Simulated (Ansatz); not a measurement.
**Zr2NS2 MXene monolayer in a perpendicular field**

Wanted: the out-of-plane response of the Zr2NS2 MXene monolayer. A positive field points along +c.

Main program and level: Ansatz 0.2.0; plane-wave DFT, PBE-D3(BJ), Ansatz PAW (set soft_1); PAW set soft_1.

## Step 1: Set-up

The cell holds 5 atoms: 2 S, 2 Zr and 1 N. Cell: a = 3.217 Å, b = 3.217 Å, c = 43.448 Å, α = 90.0°, β = 90.0°, γ = 120.0°. Vacuum lies along c.

## Step 2: Relaxation

The starting cell is a guess, so the in-plane lattice and the atoms are relaxed first, with the slab cut off from its images along the normal.

Contents of input.yaml:

```yaml
crystal:
  lattice:
    - [3.2175, 0.0, 0.0]
    - [-1.60875, 2.7864367367, 0.0]
    - [0.0, 0.0, 43.4484494511]
  atoms:
    - { symbol: S, position: [0.3333333333, 0.6666666667, 0.4280935277] }
    - { symbol: Zr, position: [0.6666666667, 0.3333333333, 0.4707805504], spin: 1.0 }
    - { symbol: "N", position: [0.0, 0.0, 0.5] }
    - { symbol: Zr, position: [0.3333333333, 0.6666666667, 0.5292194496], spin: 1.0 }
    - { symbol: S, position: [0.6666666667, 0.3333333333, 0.5719064723] }
  periodic: [true, true, false]
magnetization:
  spin_polarized: true
kpoints:
  mp_grid: { grid: [12, 12, 1] }
hamiltonian:
  xc: pbe
  dispersion: d3bj
  pseudopotentials: { kind: paw, azcp: { folder: soft_1 } }
scf:
  occupations: { method: fermi_dirac, width: 0.05 }
  convergence: { dr2_threshold: 1.0e-09 }
relax:
  f_tol: 0.004
  max_steps: 90
  cell: {}
output:
  write_potential: true
  write_density: true
  volumetric_format: npy
```

Started as:

```console
ansatz run input.yaml --threads 2 --pin off --max-ram 3072MiB --backend cpu --events-out ev --progress --plain --runs-dir out
```

Numbers of over 12 decimals in the logs are rounded to 6 here.

Output:

```text
Warning: relax.cell: scf.convergence.dr2_threshold = 1e-9 eV is looser than the 1.8938525231e-10 eV advised for a relaxation that steers and ends on the stress (1e-10 eV for each atom of the cell: 5, times the square of relax.cell.stress_2d_tol = 0.05 N/m over 16.2 Å (the atoms' height at the walk's start and 5 Å past either face), 3.077e-2 GPa, over a crystal's default 0.05). What an SCF threshold leaves in a stress goes as its square root, and in the free energy as the threshold itself, and one threshold admits the most on a small cell: [figures from the program's tests cut] Set scf.convergence.dr2_threshold to 1.8938525231e-10 eV or tighter. [rest of the remark cut]
Engine: ansatz 0.2.0, aarch64-unknown-linux-gnu
Pseudopotentials: kind: paw
Pseudopotential: S, paw, valence charge 6, recommended cutoff 420 eV (normal), soft_1/S.paw.azcp
Pseudopotential: Zr, paw, valence charge 12, recommended cutoff 420 eV (normal), soft_1/Zr.paw.azcp
Pseudopotential: N, paw, valence charge 5, recommended cutoff 420 eV (normal), soft_1/N.paw.azcp
Functional definition: PBE
  parameter kappa = 0.804
  parameter beta = 0.066725
  exchange = pbe_x(kappa = kappa, mu = beta*pi^2/3)
  correlation = pbe_c(beta = beta)
Crystal: 5 atoms, lattice volume = 389.531 Å³
Basis set: ecut = 420 eV, 7717 PW (Γ), exchange–correlation on 48×48×600 points (8 copies of the dense FFT grid, shifted against one another)
Bands: 27, of which v1, the nominal top of the filled ones, is band 21 counted from 1 (20 counted from 0)
Symmetry: 12 space group operations
Space group: P-3m1 (ITA 164), of the structure as read, at distance tolerance 7.3e-5 Å
Magnetic group: BNS 164.85 (UNI 1315), of the structure as read, at distance tolerance 7.3e-5 Å
k-points: 19 of 144
Non-local potential: S, projectors of the file, l = 0: 2, l = 1: 2, l = 2: 1
Non-local potential: Zr, projectors of the file, l = 0: 3, l = 1: 2, l = 2: 2, l = 3: 1
Non-local potential: N, projectors of the file, l = 0: 2, l = 1: 2, l = 2: 1
PAW form: soft (Blöchl's): semilocal exchange-correlation on the pseudo side does not see the compensation charge
PAW one-centre angular grid: S, 110 points (default); XC on 64 Gauss nodes
PAW one-centre angular grid: Zr, 590 points (default); XC on 64 Gauss nodes
PAW one-centre angular grid: N, 110 points (default); XC on 64 Gauss nodes
Initial density: superposition of atomic densities (neutral atoms: chi_scale 0, normalization atom)
Starting moments: Σ|m| = 2 μB on 2 of 5 sites
Initial wavefunctions: pseudopotential atomic-orbital guess
Functional: x = pbe(κ = 0.804, μ = 0.219515), c = pbe(β = 0.066725)
SCF iter   1: F=—  HF=-10566.676257 eV  |F-HF|=—  |Δ(HF+E_count)|=         —  Δρ=2.29e-2 (↑2.29e-2 ↓2.16e-2)  dr2=1.19e1  dr2_m=1.58e-1  M=0.604 μB ∫|m|=0.729 μB  β_m=0.30  ethr=3.10e-3  ⟨swp⟩=14.9  Hψ=8673  notcnv=0
Mixer restart at iter 1: flushing history
preconditioner: auto → LDOS  [metal: Δε(μ)=0.036 eV  Ē_g=9.233 eV  σ=0.050 eV  W_gap=0.17  n_scr=24 (ndim 8)  ℏωp=9.4 eV  f_vac=0.764  D(μ)=3.08/eV (n_scr^D=16)]
spin=Collinear: LDOS preconditioning applied to the charge; magnetization (m = ρ↑ − ρ↓) channel mixes plain (no charge-response kernel on spin).
SCF iter   2: F=—  HF=-10564.779941 eV  |F-HF|=—  |Δ(HF+E_count)|=    1.90e0  Δρ=1.29e-2 (↑1.29e-2 ↓1.14e-2)  dr2=3.29e0  dr2_m=9.55e-2  M=0.453 μB ∫|m|=0.608 μB  β_m=0.46  ethr=3.10e-3  ⟨swp⟩=3.7  Hψ=2207  notcnv=0  defer=48
SCF iter   3: F=—  HF=-10564.158946 eV  |F-HF|=—  |Δ(HF+E_count)|=   6.21e-1  Δρ=4.41e-3 (↑4.41e-3 ↓3.57e-3)  dr2=1.10e-1  dr2_m=1.88e-2  M=0.258 μB ∫|m|=0.375 μB  β_m=0.63  ethr=3.10e-3  ⟨swp⟩=3.9  Hψ=2624  notcnv=0  defer=52
SCF iter   4: F=—  HF=-10564.240568 eV  |F-HF|=—  |Δ(HF+E_count)|=         —  Δρ=1.64e-3 (↑1.64e-3 ↓1.23e-3)  dr2=1.44e-2  dr2_m=4.70e-3  M=0.065 μB ∫|m|=0.122 μB  β_m=0.63  ethr=2.68e-4  ⟨swp⟩=4.0  Hψ=2964  notcnv=0  defer=51
SCF iter   5: F=—  HF=-10564.243215 eV  |F-HF|=—  |Δ(HF+E_count)|=   2.65e-3  Δρ=5.49e-4 (↑4.94e-4 ↓5.49e-4)  dr2=4.60e-4  dr2_m=8.26e-4  M=0.031 μB ∫|m|=0.064 μB  β_m=0.73  ethr=3.52e-5  ⟨swp⟩=3.8  Hψ=2468  notcnv=0  defer=51
SCF iter   6: F=—  HF=-10564.244440 eV  |F-HF|=—  |Δ(HF+E_count)|=   1.23e-3  Δρ=2.52e-4 (↑2.52e-4 ↓2.05e-4)  dr2=9.96e-5  dr2_m=1.72e-4  M=0.014 μB ∫|m|=0.031 μB  β_m=0.82  ethr=1.12e-6  ⟨swp⟩=3.5  Hψ=2444  notcnv=0  defer=51
SCF iter   7: F=—  HF=-10564.244712 eV  |F-HF|=—  |Δ(HF+E_count)|=   2.73e-4  Δρ=6.75e-5 (↑6.29e-5 ↓6.75e-5)  dr2=1.15e-5  dr2_m=1.35e-5  M=0.003 μB ∫|m|=0.008 μB  β_m=0.91  ethr=2.43e-7  ⟨swp⟩=3.8  Hψ=2556  notcnv=0  defer=51
SCF iter   8: F=—  HF=-10564.244741 eV  |F-HF|=—  |Δ(HF+E_count)|=   2.88e-5  Δρ=1.81e-5 (↑1.81e-5 ↓8.76e-6)  dr2=2.47e-6  dr2_m=2.82e-7  M=-0.000 μB ∫|m|=0.001 μB  β_m=0.85  ethr=2.80e-8  ⟨swp⟩=3.6  Hψ=2523  notcnv=0  defer=51
SCF iter   9: F=—  HF=-10564.244741 eV  |F-HF|=—  |Δ(HF+E_count)|=   1.80e-7  Δρ=4.58e-6 (↑3.09e-6 ↓4.58e-6)  dr2=1.13e-7  dr2_m=3.39e-8  M=-0.000 μB ∫|m|=0.000 μB  β_m=0.92  ethr=6.03e-9  ⟨swp⟩=3.4  Hψ=2349  notcnv=0  defer=51
SCF iter  10: F=—  HF=-10564.244742 eV  |F-HF|=—  |Δ(HF+E_count)|=   5.72e-7  Δρ=8.16e-7 (↑8.16e-7 ↓6.59e-7)  dr2=1.32e-8  dr2_m=6.21e-10  M=-0.000 μB ∫|m|=0.000 μB  β_m=0.90  ethr=2.77e-10  ⟨swp⟩=3.6  Hψ=2319  notcnv=0  defer=51
SCF iter  11: F=—  HF=-10564.244742 eV  |F-HF|=—  |Δ(HF+E_count)|=   7.03e-9  Δρ=2.97e-7 (↑2.73e-7 ↓2.97e-7)  dr2=2.51e-9  dr2_m=4.43e-11  M=-0.000 μB ∫|m|=0.000 μB  β_m=0.75  ethr=3.23e-11  ⟨swp⟩=3.2  Hψ=2216  notcnv=0  defer=51
SCF iter  12: F=-10564.244742 eV  HF=-10564.244742 eV  |F-HF|=2.52e-9  |Δ(HF+E_count)|=   3.45e-9  Δρ=1.08e-7 (↑1.08e-7 ↓9.34e-8)  dr2=1.88e-10  dr2_m=1.21e-11  M=-0.000 μB ∫|m|=0.000 μB  ethr=2.44e-12  ⟨swp⟩=10.2  Hψ=8852  notcnv=0
WARN: the starting moments were not kept: the SCF closed with an absolute magnetisation of 6.7e-6 μB, where they sum to 2 μB in size (2 sites). That is at most 0.1 of that sum. Measured as dr2_m measures the in/out step, that magnetisation stands 3.9e-12 eV from none, at or under the dr2_threshold of 1.0e-9 eV: it is no larger than a step whose dr2_m would equal this threshold. The system may hold no moment; this SCF [...]
SCF 1 converged in 12 iterations: F = -10564.244742 eV  dr2 = 1.88e-10
  greatest PAW one-centre occupation: 0.997 electrons in one spin orbital (limit 2), on the Zr atom at site 3 (counted from 0), in its partial waves of l = 0
[...]
relax step   7: F+E_penalty+E_count = -10565.18341920 eV  Δ(F+E_penalty+E_count) = -8.834e-3 eV  max|allowed force component| = 2.247e-3 eV/Å  Δτ_max = 0.0000 Å  P = +0.148 N/m  Ω = 436.755 Å³  fix = [c, alpha, beta]  reactions: c +0.000 N/m  stress off target by 1.48e-1 N/m on what of the cell is left free  SCF on the basis re-selected at this cell (its energy is not comparable with the rows above)  (6 SCF iters)
[...]
relax step   8: F+E_penalty+E_count = -10565.18343492 eV  Δ(F+E_penalty+E_count) = -1.572e-5 eV  max|allowed force component| = 3.151e-3 eV/Å  Δτ_max = 0.0017 Å  P = +0.001 N/m  Ω = 437.338 Å³  energy of the carried Pulay correction = -4.760e-5 eV  fix = [c, alpha, beta]  reactions: c +0.000 N/m  (7 SCF iters, accepted)
iter 1 solved again at ethr=6.02e-7 eV; its pass at ethr=3.10e-3 eV (dr2=2.47e-4 eV) is discarded
SCF iter   1: F=—  HF=-10565.183495 eV  |F-HF|=—  |Δ(HF+E_count)|=         —  Δρ=4.63e-6 (↑4.63e-6 ↓4.63e-6)  dr2=2.85e-8  dr2_m=1.56e-11  M=-0.000 μB ∫|m|=0.000 μB  β_m=0.65  ethr=6.02e-7  ⟨swp⟩=6.3  Hψ=13600  notcnv=0
eigensolver tolerance schedule: the retry pair's looser diagonalisation over-reported the residual by 8645.18 of it (diagonalisation noise at an unbounded share of the residual, at the tolerance the schedule requests for it); recorded, not acted on — ethr = c·dr2/N_el stays at c = 1.0e-1
preconditioner: auto → LDOS  [metal: Δε(μ)=0.039 eV  Ē_g=8.320 eV  σ=0.050 eV  W_gap=0.19  n_scr=22 (ndim 8)  ℏωp=8.9 eV  f_vac=0.782  D(μ)=2.03/eV (n_scr^D=12)]
spin=Collinear: LDOS preconditioning applied to the charge; magnetization (m = ρ↑ − ρ↓) channel mixes plain (no charge-response kernel on spin).
SCF iter   2: F=—  HF=-10565.183443 eV  |F-HF|=—  |Δ(HF+E_count)|=   5.22e-5  Δρ=1.80e-6 (↑1.80e-6 ↓1.79e-6)  dr2=2.97e-8  dr2_m=6.27e-12  M=-0.000 μB ∫|m|=0.000 μB  β_m=0.30  ethr=6.96e-11  ⟨swp⟩=6.6  Hψ=4250  notcnv=0
SCF iter   3: F=—  HF=-10565.183428 eV  |F-HF|=—  |Δ(HF+E_count)|=   1.48e-5  Δρ=2.06e-6 (↑2.06e-6 ↓2.06e-6)  dr2=7.77e-9  dr2_m=6.73e-12  M=-0.000 μB ∫|m|=0.000 μB  β_m=0.65  ethr=6.96e-11  ⟨swp⟩=2.3  Hψ=1382  notcnv=0
SCF iter   4: F=—  HF=-10565.183478 eV  |F-HF|=—  |Δ(HF+E_count)|=   5.03e-5  Δρ=8.10e-7 (↑8.07e-7 ↓8.10e-7)  dr2=2.26e-8  dr2_m=9.21e-13  M=-0.000 μB ∫|m|=0.000 μB  β_m=0.73  ethr=1.89e-11  ⟨swp⟩=4.9  Hψ=3020  notcnv=0  recentre
SCF iter   5: F=—  HF=-10565.183473 eV  |F-HF|=—  |Δ(HF+E_count)|=   5.72e-6  Δρ=5.63e-7 (↑5.62e-7 ↓5.63e-7)  dr2=1.56e-10  dr2_m=1.16e-12  M=-0.000 μB ∫|m|=0.000 μB  β_m=0.68  ethr=1.89e-11  ⟨swp⟩=4.3  Hψ=2640  notcnv=0
SCF iter   6: F=-10565.183482 eV  HF=-10565.183481 eV  |F-HF|=1.50e-6  |Δ(HF+E_count)|=   7.90e-6  Δρ=1.58e-7 (↑1.57e-7 ↓1.58e-7)  dr2=1.81e-10  dr2_m=2.74e-13  M=-0.000 μB ∫|m|=0.000 μB  ethr=1.00e-12  ⟨swp⟩=12.2  Hψ=8809  notcnv=0
the starting moments were not kept: the SCF closed with an absolute magnetisation of 1.6e-6 μB, where they sum to 2 μB in size (2 sites). That is at most 0.1 of that sum. Measured as dr2_m measures the in/out step, that magnetisation stands 2.1e-13 eV from none, at or under the dr2_threshold of 1.0e-9 eV: it is no larger than a step whose dr2_m would equal this threshold.
SCF 9 converged in 6 iterations: F = -10565.183482 eV  dr2 = 1.81e-10
relax step   9: F+E_penalty+E_count = -10565.18348208 eV  Δ(F+E_penalty+E_count) = -4.716e-5 eV  max|allowed force component| = 3.153e-3 eV/Å  Δτ_max = 0.0000 Å  P = +0.001 N/m  Ω = 437.338 Å³  fix = [c, alpha, beta]  reactions: c +0.000 N/m  stress off target by 7.21e-4 N/m on what of the cell is left free  SCF on the basis re-selected at this cell (its energy is not comparable with the rows above)  (6 SCF iters)
basis re-selected at this cell: Δ(F+E_penalty+E_count) = -4.716e-5 eV, ΔP = +0.000 N/m vs the last step (what re-selecting the basis moved, of the pressure what is left beyond the Pulay correction that the steps carried, after the strain that the cell walked since its last selection, with what the two solves' SCF thresholds leave and, on support functions, any second-order correction that the steps lacked; it is no m [...]
WARN: The output density's exchange-correlation potential varies sharply where the density is thin. Do not read a vacuum level from v_tot or v_xc, or from such a field of the output density. On a cell that repeats whose density bears no net charge and no dipole along the vacuum's axis use v_es (v_loc + v_h of the components); under efield.dipole_correction with no amplitude use v_es + v_field, which holds any externa [...]
SCF converged after 6 iterations
Magnetization: -0.0000 μB (20.5000 up, 20.5000 down)
Absolute magnetization: 0.0000 μB (∫|ρ↑−ρ↓|, with the PAW one-centre terms)
Spin contamination: 0.0000 ħ² per cell (⟨S²⟩ above its minimum at these occupations)
Per-site moments (μB) at R_I (Å): [(2.1657110102355874e-8, 1.040005), (-2.2580909911120923e-7, 0.969988), (2.7166781316969347e-7, 0.969988), (-2.2580909912338228e-7, 0.969988), (2.1657110140498995e-8, 1.040005)]
Free energy (F): -10565.183482 eV
Harris-Foulkes:  -10565.183481 eV  (|F-HF|=1.50e-6)
Internal energy: -10565.168056 eV  (E = F + TS)
E sigma→0 (E₀):  -10565.175769 eV
Entropy (-TS):   -0.015426 eV (-3.085 meV/atom)
Fermi energy:    -5.772911 eV
--- Per-component energies (eV) ---
  E_band       = -900.183453
  E_kinetic    = 974.499272
  E_local      = -132563.737223  (includes V_loc(G=0)·N_el)
  E_nonlocal   = 250.621944
  E_hartree    = 65637.892469
  E_xc         = -549.786827
  E_vxc        = -610.443525  (∫ρ·V_xc dr)
  E_paw        = -7271.781705  (= ΣΔE_a)
  E_vpaw       = -226.911695  (= ΣTr[D̂ρ^β])
  E_aug_tail   = 0.000783  (compensation charges beyond the density's cutoff)
  E_ewald      = 62958.700329
  E_disp       = -1.577098  (pairwise vdW)
  E_smearing   = -0.015426  (= −TS)
  E_closure    = -0.000000  (closes the sum)
  Σ components = -10565.183482   (vs F -10565.183482, Δ=0.00e0)
--- Forces (eV/Å), atoms counted from 1 ---
  atom   1  S      0.00000000     0.00000000    -0.00208650
  atom   2  Zr     0.00000000    -0.00000000     0.00315267
  atom   3  N     -0.00000000     0.00000000     0.00000000
  atom   4  Zr     0.00000000     0.00000000    -0.00315267
  atom   5  S      0.00000000    -0.00000000     0.00208650
  max |Σ_I F_I| component: 4.63e-18 eV/Å
--- 2D stress c σ (N/m, compression-positive) ---
        0.000721      -0.000000       0.000000
        0.000000       0.000721       0.000000
        0.000000       0.000000       0.000000
  P = ½ c Tr σ = 0.0007 N/m
--- Band table (eV; the first three rows and the last of 38) ---
  k-point 0 ↑: bands = [... 17 lower, -7.5379, -6.4098, -6.4098, -5.2848, -5.2848, -4.8614, -3.8468, -3.4636, ... 2 higher]
  k-point 1 ↑: bands = [... 17 lower, -7.1346, -7.0013, -6.6831, -5.3443, -4.9760, -4.7168, -3.6731, -3.4851, ... 2 higher]
  k-point 2 ↑: bands = [... 17 lower, -7.5814, -7.1643, -7.0329, -5.7952, -4.5061, -4.3446, -3.6601, -3.0716, ... 2 higher]
  k-point 18 ↓: bands = [... 17 lower, -8.6768, -8.4603, -8.4603, -4.3707, -4.3707, -3.9044, -2.3455, -2.3455, ... 2 higher]
  the weakly bound empty levels are not read free of the cell's end (no_gap_told)
--- Relaxed structure (7 steps of the walk, 7 accepted, 2 SCFs on fresh bases) ---
  F+E_penalty+E_count = -10565.18348208 eV   max|allowed force component| = 3.153e-3 eV/Å   (the final SCF, on the basis selected at the relaxed cell)
  cell:  # Å, volume = 437.3378 Å³
    - [3.409228, 0.0, 0.0]
    - [-1.704614, 2.952478, 0.0]
    - [0.0, 0.0, 43.4484494511]
  atoms:
    - { symbol: S, position: [0.333333, 0.666667, 0.434127] }
    - { symbol: Zr, position: [0.666667, 0.333333, 0.470389] }
    - { symbol: N, position: [0, 0, 0.5] }
    - { symbol: Zr, position: [0.333333, 0.666667, 0.529611] }
    - { symbol: S, position: [0.666667, 0.333333, 0.565873] }
```

Run time: 5.8 min. Hardware: 2 threads of Arm Neoverse N1, shared host; peak memory 0.84 GiB; 11 min of CPU time.

Relaxation path:

```tsv
step	energy less that of the first step (eV)	largest force component (eV/Å)	volume (Å³)
1	0.0000	2.1875	389.53
2	-0.7514	0.5112	408.81
3	-0.8028	1.2745	448.55
4	-0.9211	0.1379	440.80
5	-0.9294	0.0509	437.25
6	-0.9298	0.0019	436.75
7*	-0.9387	0.0022	436.75
8	-0.9387	0.0032	437.34
9*	-0.9387	0.0032	437.34
```

Relaxation steps marked * repeat the geometry before them on a plane-wave basis chosen anew for their cell, so energy and pressure can jump there.

Forces are held to the 12 operations that the run works with; a distortion that breaks them can't arise in this run.

```tsv
cell as run	before	after	change
a (Å)	3.217	3.409	+6.0 %
b (Å)	3.217	3.409	+6.0 %
```

The atoms that moved most (Å, along periodic axes as changes of fractional coordinates times the final cell, across vacuum about the mean position):

```tsv
atom	dx	dy	dz	length
S1	0.000	0.000	0.262	0.262
S5	0.000	0.000	-0.262	0.262
Zr4	0.000	0.000	0.017	0.017
Zr2	0.000	0.000	-0.017	0.017
```

The relaxed structure:

```xyz
5
Lattice="3.4092 0.0000 0.0000 -1.7046 2.9525 0.0000 0.0000 0.0000 43.4484" Properties=species:S:1:pos:R:3
S     0.0000    1.9683   18.8621
Zr    1.7046    0.9842   20.4377
N     0.0000    0.0000   21.7242
Zr    0.0000    1.9683   23.0108
S     1.7046    0.9842   24.5863
```

Numbers from this step:

| Item | Value |
| --- | --- |
| energy at zero smearing | -10565.1758 eV |

The lattice constant a goes from 3.217 to 3.409 Å.

(Continued in part 2 of 2.)

[Logs are printed without paths, hosts, clocks, repeated set-up lines and the standing remarks that a program may print on its own settings, such as how far it seeks lower states.]

[Hosts, paths, dates, database ids (printed as entryN), source tags and the programs' standing remarks are cut or masked in the printed files.]

[Maps of the electrostatic potential energy from Ansatz leave out the sawtooth potential of an applied field or a dipole correction, so their vacuum need not be flat; planar profiles and work functions include it.]
